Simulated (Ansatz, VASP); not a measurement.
## Rb: VASP beside Ansatz

The input INCAR:

```
PREC     = Accurate       # precision mode
ENCUT    = 520            # plane-wave cutoff, eV
EDIFF    = 1E-6           # SCF threshold, eV
ISMEAR   = -1             # smearing method
SIGMA    = 0.2            # smearing width, eV
LREAL    = F              # projectors in reciprocal space
LASPH    = T              # aspherical terms in the spheres
NELM     = 100            # most SCF steps
ALGO     = Normal         # electronic algorithm
ISIF     = 2              # what is computed and relaxed
LWAVE    = F              # write WAVECAR
LCHARG   = F              # write CHGCAR
GGA      = PE             # functional
NBANDS   = 10             # bands
```

File KPOINTS:

```
Automatic mesh
0
Gamma
  8 8 8
```

POSCAR

```
Rb
1.0
   -2.8359049291      2.8359049291      2.8359049291
    2.8359049291     -2.8359049291      2.8359049291
    2.8359049291      2.8359049291     -2.8359049291
Rb
1
Direct
    0.0000000000      0.0000000000      0.0000000000
```

Input for Ansatz:

```yaml
crystal:
  lattice:
    - [-2.8359049291, 2.8359049291, 2.8359049291]
    - [2.8359049291, -2.8359049291, 2.8359049291]
    - [2.8359049291, 2.8359049291, -2.8359049291]
  atoms:
    - { symbol: Rb, position: [0.0, 0.0, 0.0] }
hamiltonian:
  xc: pbe
  pseudopotentials:
    kind: paw
    azcp:
      Rb: "pseudopotentials/Rb.paw.azcp"
basis:
  ecutwfc: 420
  fft_grid_basis: typed
kpoints:
  mp_grid: { grid: [8, 8, 8], shift: [0, 0, 0] }
magnetization:
  spin_polarized: false
scf:
  occupations: { method: fermi_dirac, width: 0.2 }
  lower_state_search: "off"
output:
  stress: true
  write_density: true
  write_potential: true
  elf: true
  volumetric_format: npy
```

Alike in both runs: task single point; functional PBE; k mesh 8 × 8 × 8; occupations fermi-dirac, width 0.2 eV; no spin polarisation.

|  | VASP | Ansatz |
| --- | --- | --- |
| version | VASP 6.6.1 | Ansatz 0.2.0 |
| potentials or method | VASP PAW PBE potentials, release 64 (Rb_sv) | plane waves (420 eV) with PAW, scalar-relativistic |
| plane-wave cutoff (eV) | 520 | 420 |
| valence electrons in the cell | 9 | 9 |

|  | VASP | Ansatz | Ansatz less VASP |
| --- | --- | --- | --- |
| pressure (GPa) | 0.0 | 0.0 | 0.00 |
